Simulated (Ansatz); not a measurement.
**Relaxing Zr**

Method: DFT r2SCAN, scalar-relativistic, plane waves, PAW in Ansatz 0.2.0. Cutoff 500 eV, Γ-centred k mesh, Gaussian smearing, no spin polarisation in the final step.

Zr was placed on the beta-tin structure type (I4_1/amd, No. 141), at a guessed volume.

```
CELL_PARAMETERS angstrom
-2.80671 2.80671 1.53111
2.80671 -2.80671 1.53111
2.80671 2.80671 -1.53111
ATOMIC_POSITIONS crystal
Zr 0.00000 0.00000 0.00000
Zr 0.75000 0.25000 0.50000
```

Cell and atoms relax at zero pressure; the relaxation can't lower the symmetry of the start.

Energies count from the standard state of Zr at the same level.

Question: Which crystal results?

Answer: It keeps I4_1/amd (No. 141). The result has the beta-tin structure. Conventional cell: a = 5.504 Å, c = 3.087 Å. Zr has 4 Zr at 2.86 Å and 2 Zr at 3.09 Å.

```xyz
2
Lattice="-2.7519 2.7519 1.5434 2.7519 -2.7519 1.5434 2.7519 2.7519 -1.5434" Properties=species:S:1:pos:R:3 pbc="T T T"
Zr    0.0000    0.0000    0.0000
Zr    0.0000    2.7519    0.7717
```

Question: What are its volume, energy, density and gap?

Answer: The volume per atom is 23.38 Å³ and the density is 6.48 g/cm³. The energy over the standard structure is 0.52 eV/atom and the gap on the 20×20×20 mesh is 0 eV (a metal).

The final run used a 20×20×20 mesh on its 2-atom cell and 0.10 eV smearing. For metals, differences of a few meV/atom aren't resolved. Symmetry constrained the relaxation, so the result can be a saddle point.

This form isn't the element's structure at ambient conditions.